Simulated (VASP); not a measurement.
# C (P6_3/mmc) in VASP: settings compared, part 2 of 2

VASP 6.6.1.

## (4) Relaxation of cell and atoms, vdW-DF2

The COD entry that gives the cell may itself be a prediction, so a difference from it is no test against experiment.

Contents of INCAR:

```
PREC = Accurate
ENCUT = 600
EDIFF = 1E-6
ISMEAR = -1
SIGMA = 0.05
LREAL = False
LASPH = True
NELM = 60
ALGO = Normal
ISIF = 3
LWAVE = False
LCHARG = False
GGA = ML
LUSE_VDW = True
AGGAC = 0.0
ZAB_VDW = -1.8867
IBRION = 2
NSW = 40
EDIFFG = -0.01
```

Contents of KPOINTS:

```
regular mesh
0
Gamma
  12 12 4
```

Contents of POSCAR:

```
C
1.0
    2.5221000000      0.0000000000      0.0000000000
   -1.2610500000      2.1842026709      0.0000000000
    0.0000000000      0.0000000000      8.2371000000
C
8
Direct
    0.6666666667      0.3333333333      0.8437500000
    0.3333333333      0.6666666667      0.3437500000
    0.6666666667      0.3333333333      0.6562500000
    0.3333333333      0.6666666667      0.1562500000
    0.0000000000      0.0000000000      0.9062500000
    0.0000000000      0.0000000000      0.4062500000
    0.0000000000      0.0000000000      0.5937500000
    0.0000000000      0.0000000000      0.0937500000
```

Potentials or basis: VASP PAW PBE potentials, release 64 (C).

The run is started by

```sh
> cat potpaw_PBE.64/C/POTCAR > POTCAR
> mpirun -np 1 vasp_std > vasp.out
```

OUTCAR:

```text
PREC = Accurate
   ENCUT = 600
   EDIFF = 1E-6
   ISMEAR = -1
   LREAL = False
   LASPH = True
   NELM = 60
   ISIF = 3
   GGA = ML
   IBRION = 2
   NSW = 40
   EDIFFG = -0.01

 ion  position               nearest neighbor table
   1  0.667  0.333  0.844-   3 1.54   5 1.54   5 1.54   5 1.54
   2  0.333  0.667  0.344-   4 1.54   6 1.54   6 1.54   6 1.54
   3  0.667  0.333  0.656-   1 1.54   7 1.54   7 1.54   7 1.54
   4  0.333  0.667  0.156-   2 1.54   8 1.54   8 1.54   8 1.54
   5  0.000  0.000  0.906-   8 1.54   1 1.54   1 1.54   1 1.54
   6  0.000  0.000  0.406-   7 1.54   2 1.54   2 1.54   2 1.54
   7  0.000  0.000  0.594-   6 1.54   3 1.54   3 1.54   3 1.54
   8  0.000  0.000  0.094-   5 1.54   4 1.54   4 1.54   4 1.54

  LATTYP: Found a hexagonal cell.
 ALAT       =     2.5221000000
 C/A-ratio  =     3.2659688355

  Lattice vectors:

 A1 = (   2.5221000000,   0.0000000000,   0.0000000000)
 A2 = (  -1.2610500000,   2.1842026709,   0.0000000000)
 A3 = (   0.0000000000,   0.0000000000,   8.2371000000)

Analysis of symmetry for initial positions (statically):
=====================================================================
 Subroutine PRICEL returns:
 Original cell was already a primitive cell.

 Routine SETGRP: Setting up the symmetry group for a
 hexagonal supercell.

 Subroutine GETGRP returns: Found 24 space group operations
 (whereof 12 operations were pure point group operations)
[... 184 lines left out ...]

  FORCE on cell =-STRESS in cart. coord.  units (eV):
  Direction    XX          YY          ZZ          XY          YZ          ZX
  --------------------------------------------------------------------------------------
  -------------------------------------------------------------------------------------
  Total        2.7740629      2.7740629      6.3614644     -0.0000000     -0.0000000      0.0000000
  in kB       97.9483921     97.9483921    224.6146645     -0.0000000     -0.0000000      0.0000000
  external PRESSURE =     140.1704829 kB  Pullay stress =       0.0000000 kB
[... 31 lines left out ...]
--------------------------------------- Ionic step        2  -------------------------------------------

 number of electron      31.9999999 magnetization

 E-fermi :   9.6097     XC(G=0): -12.4413

 val. band max:        8.6303566250   @ k =   0.0000   0.0000   0.0000
 cond. band min:      13.6230692485   @ k =   0.3333   0.0000   0.2500
 fundamental gap:      4.9927126235
 Fermi energy:         9.6097489235

 k-point     1 :       0.0000    0.0000    0.0000
  band No.  band energies     occupation
      1     -11.6343      2.00000
      2     -10.2306      2.00000
      3      -9.9086      2.00000
      4      -6.6173      2.00000
      5      -3.6848      2.00000
      6       2.1082      2.00000
[... 830 lines left out ...]
--------------------------------------- Ionic step        8  -------------------------------------------

 number of electron      31.9999998 magnetization

 Free energy of the ion-electron system (eV)
  ---------------------------------------------------
  ext. energy  EPLUGINS =         0.00000000
  ---------------------------------------------------
  free energy    TOTEN  =       -58.60937637 eV

  energy without entropy =      -58.60937637  energy(sigma->0) =      -58.60937637

 E-fermi :  10.0942     XC(G=0): -12.6174

 val. band max:        9.1547749395   @ k =   0.0000   0.0000   0.0000
 cond. band min:      14.1462219055   @ k =   0.4167   0.0000   0.0000
 fundamental gap:      4.9914469660
 Fermi energy:        10.0942157630

 k-point     1 :       0.0000    0.0000    0.0000
  band No.  band energies     occupation
      1     -11.5793      2.00000
      2     -10.0027      2.00000
      3      -9.8939      2.00000
      4      -6.2356      2.00000
      5      -3.5462      2.00000
      6       2.7121      2.00000
[... 606 lines left out ...]
  energy  without entropy=      -58.6093763708  energy(sigma->0) =      -58.60937637

Total vdW correction in eV:      3.0131909

 reached required accuracy - stopping structural energy minimisation
```

OSZICAR:

```text
N       E                     dE             d eps       ncg     rms          rms(c)
DAV:   1     0.114955679959E+03    0.11496E+03   -0.18892E+04  2394   0.167E+03
DAV:   2    -0.556505240615E+02   -0.17061E+03   -0.15966E+03  3325   0.279E+02
DAV:   3    -0.613396690239E+02   -0.56891E+01   -0.56497E+01  2988   0.507E+01
[... 53 lines left out ...]
DAV:   4    -0.586093520793E+02    0.26158E-06   -0.15388E-06  1975   0.901E-03
   7 F= -.58609352E+02 E0= -.58609352E+02  d E =0.458013E-05
       N       E                     dE             d eps       ncg     rms          rms(c)
DAV:   1    -0.586093764163E+02   -0.24075E-04   -0.13982E-03  2549   0.285E-01    0.114E-02
DAV:   2    -0.586093767037E+02   -0.28736E-06   -0.21306E-05  2956   0.343E-02    0.727E-03
DAV:   3    -0.586093763709E+02    0.33278E-06   -0.23135E-06  2147   0.118E-02
   8 F= -.58609376E+02 E0= -.58609376E+02  d E =-.197114E-04
```

CONTCAR:

```text
C
   1.00000000000000
     2.5413473152241353   -0.0000000000000000   -0.0000000000000000
    -1.2706736576120676    2.2008713348390980   -0.0000000000000000
    -0.0000000000000000   -0.0000000000000000    8.3838490754131136
  C
     8
Direct
     0.6666666667000030    0.3333333332999970    0.8445291105950122
     0.3333333332999970    0.6666666667000030    0.3445291105950123
     0.6666666667000030    0.3333333332999970    0.6554708894049878
     0.3333333332999970    0.6666666667000030    0.1554708894049878
     0.0000000000000000    0.0000000000000000    0.9070520075874953
     0.0000000000000000    0.0000000000000000    0.4070520075874953
     0.0000000000000000    0.0000000000000000    0.5929479924125047
     1.0000000000000000    1.0000000000000000    0.0929479924125048

  0.00000000E+00  0.00000000E+00  0.00000000E+00
  0.00000000E+00  0.00000000E+00  0.00000000E+00
  0.00000000E+00  0.00000000E+00  0.00000000E+00
  0.00000000E+00  0.00000000E+00  0.00000000E+00
  0.00000000E+00  0.00000000E+00  0.00000000E+00
  0.00000000E+00  0.00000000E+00  0.00000000E+00
  0.00000000E+00  0.00000000E+00  0.00000000E+00
  0.00000000E+00  0.00000000E+00  0.00000000E+00
```

Wall time 9.3 min (1 thread of Intel Xeon Platinum 8375C at 2.90GHz (Ice Lake), shared host); peak memory 0.37 GiB.

What came out:

| Property | Result |
| --- | --- |
| Free energy | -58.6094 eV |
| Relaxed volume | 5.86 Å³/atom |
| Relaxed cell | a = 2.541 Å, b = 2.541 Å, c = 8.384 Å, α = 90.00°, β = 90.00°, γ = 120.00° |
| Space group after relaxing (to 0.05 Å) | P6_3/mmc (No. 194) |
| Energy gained by relaxing | 10.5 meV/atom |
| Ionic steps | 8 |
| Pressure after relaxing | 0.0 GPa |
| Band gap on the k mesh | 4.99 eV, indirect (least direct gap 5.48 eV) |

Step by step:
```tsv
step	energy change (eV)	largest force (eV/Å)	pressure (GPa)	volume (Å³)
1	0.0000	0.3599	14.02	45.38
2	0.0253	0.5465	-13.84	48.71
3	-0.0840	0.0943	0.08	46.88
4	-0.0840	0.0855	0.34	46.85
5	-0.0838	0.1309	-0.20	46.92
6	-0.0844	0.0181	0.12	46.88
7	-0.0844	0.0208	-0.12	46.91
8	-0.0844	0.0004	0.00	46.89
```

Final structure:
```xyz
8
Lattice="2.5413 0.0000 0.0000 -1.2707 2.2009 0.0000 0.0000 0.0000 8.3838" Properties=species:S:1:pos:R:3 pbc="T T T"
C     1.2707    0.7336    7.0804
C     0.0000    1.4672    2.8885
C     1.2707    0.7336    5.4954
C     0.0000    1.4672    1.3034
C     0.0000    0.0000    7.6046
C     0.0000    0.0000    3.4127
C     0.0000    0.0000    4.9712
C     1.2707    2.2009    0.7793
```

Levels at points of the mesh, in eV from the valence-band top:
| k point | band 12 | band 13 | band 14 | band 15 | band 16 | band 17 | band 18 | band 19 | band 20 | band 21 |
| --- | --- | --- | --- | --- | --- | --- | --- | --- | --- | --- |
| (0.00, 0.00, 0.00) | -1.61 | -1.61 | -0.18 | 0.00 | 0.00 | 5.48 | 5.48 | 5.60 | 7.25 | 7.25 |
| (0.50, 0.00, 0.00) | -4.69 | -4.60 | -4.40 | -3.40 | -2.78 | 5.10 | 5.98 | 6.39 | 6.46 | 6.89 |
| (0.00, 0.00, 0.50) | -2.43 | -0.59 | -0.59 | -0.59 | -0.59 | 6.20 | 6.20 | 6.20 | 6.20 | 6.75 |
| (0.50, 0.00, 0.50) | -5.61 | -4.38 | -4.38 | -3.42 | -3.42 | 5.42 | 5.42 | 7.36 | 7.36 | 7.80 |

Caveat: the PAW data sets were made with another functional, which shifts forces and pressure a little. Zero-point motion and thermal expansion aren't in these numbers.

## (5) Relaxation of cell and atoms, optB86b-vdW

Contents of INCAR:

```
PREC = Accurate
ENCUT = 600
EDIFF = 1E-7
ISMEAR = -1
SIGMA = 0.05
LREAL = F
LASPH = T
NELM = 60
ALGO = Normal
ISIF = 3
LWAVE = F
LCHARG = F
GGA = MK
LUSE_VDW = T
AGGAC = 0.0
PARAM1 = 0.1234
PARAM2 = 1.0
IBRION = 2
NSW = 40
EDIFFG = -0.01
```

Contents of KPOINTS:

```
Automatic mesh
0
Gamma
  12 12 4
```

POSCAR is that of step 4.

The run is started by

```sh
> cat potpaw_PBE.64/C/POTCAR > POTCAR
> mpirun -np 1 vasp_std > vasp.out
```

Wall time 6 min (1 thread of Intel Xeon Platinum 8375C at 2.90GHz (Ice Lake), shared host); peak memory 0.37 GiB.

Results (log left out):

```
Free energy                            : -64.7394 eV
Relaxed volume                         : 5.69 Å³/atom
Relaxed cell                           : a = 2.517 Å, b = 2.517 Å, c = 8.301 Å, α = 90.00°, β = 90.00°, γ = 120.00°
Space group after relaxing (to 0.05 Å) : P6_3/mmc (No. 194)
Energy gained by relaxing              : 2.6 meV/atom
Ionic steps                            : 6
Pressure after relaxing                : 0.0 GPa
Band gap on the k mesh                 : 4.58 eV, indirect (least direct gap 5.32 eV)
```

Forces in eV/Å, atoms in the order of the input:
```
C    0.000  0.000  0.002
C    0.000  0.000  0.002
C    0.000  0.000 -0.002
C    0.000  0.000 -0.002
C    0.000  0.000  0.003
C    0.000  0.000  0.003
C    0.000  0.000 -0.003
C    0.000  0.000 -0.003
```

Stress tensor (GPa, compression positive):
```
-0.04  0.00  0.00
 0.00 -0.04  0.00
 0.00  0.00  0.06
```

The path:
```
step  energy change (eV)  largest force (eV/Å)  pressure (GPa)  volume (Å³)
   1              0.0000                0.3430            1.55        45.38
   2              0.0133                0.4998           -1.66        45.73
   3             -0.0205                0.0427           -0.02        45.53
   4             -0.0205                0.0363            0.01        45.53
   5             -0.0206                0.0364           -0.02        45.53
   6             -0.0207                0.0028           -0.01        45.53
```

Final structure:
```cif
data_structure
_symmetry_space_group_name_H-M 'P 1'
_symmetry_Int_Tables_number 1
_cell_length_a 2.5165
_cell_length_b 2.5165
_cell_length_c 8.3013
_cell_angle_alpha 90.000
_cell_angle_beta 90.000
_cell_angle_gamma 120.000
_cell_volume 45.53
loop_
_atom_site_label
_atom_site_type_symbol
_atom_site_fract_x
_atom_site_fract_y
_atom_site_fract_z
_atom_site_occupancy
C1 C 0.66667 0.33333 0.84445 1
C2 C 0.33333 0.66667 0.34445 1
C3 C 0.66667 0.33333 0.65555 1
C4 C 0.33333 0.66667 0.15555 1
C5 C 0.00000 0.00000 0.90705 1
C6 C 0.00000 0.00000 0.40705 1
C7 C 0.00000 0.00000 0.59295 1
C8 C 0.00000 0.00000 0.09295 1
```

Levels at points of the mesh, in eV from the valence-band top:
```csv
k point,band 13,band 14,band 15,band 16,band 17,band 18,band 19,band 20
"(0.00, 0.00, 0.00)",-1.71,-0.23,0.00,0.00,5.32,5.32,5.49,7.13
"(0.50, 0.00, 0.00)",-4.90,-4.65,-3.65,-2.94,4.65,5.61,6.03,6.07
"(0.00, 0.00, 0.50)",-0.64,-0.64,-0.64,-0.64,6.08,6.08,6.08,6.08
"(0.50, 0.00, 0.50)",-4.70,-4.70,-3.64,-3.64,4.99,4.99,7.00,7.00
```

Caveat: the PAW data sets were made with another functional, which shifts forces and pressure a little.

## (6) Summary

```csv
level,gap on the mesh (eV),pressure (GPa),relaxed volume (Å³/atom)
rev-vdW-DF2,4.59,0.0,5.68
vdW-DF,4.75,0.0,5.83
vdW-DF2,4.99,0.0,5.86
optB86b-vdW,4.58,0.0,5.69
```

Alike in all rows: task relaxation of cell and atoms; potentials or basis VASP PAW PBE potentials, release 64 (C); no spin polarisation; cell relaxed; k mesh 12 × 12 × 4; cutoff (eV) 600; smearing fermi-dirac 0.05 eV.

Caveats: the PAW data sets were made with another functional, which shifts forces and pressure a little.

Total energies depend on the potentials used, so only differences within one code and one set of settings carry meaning.
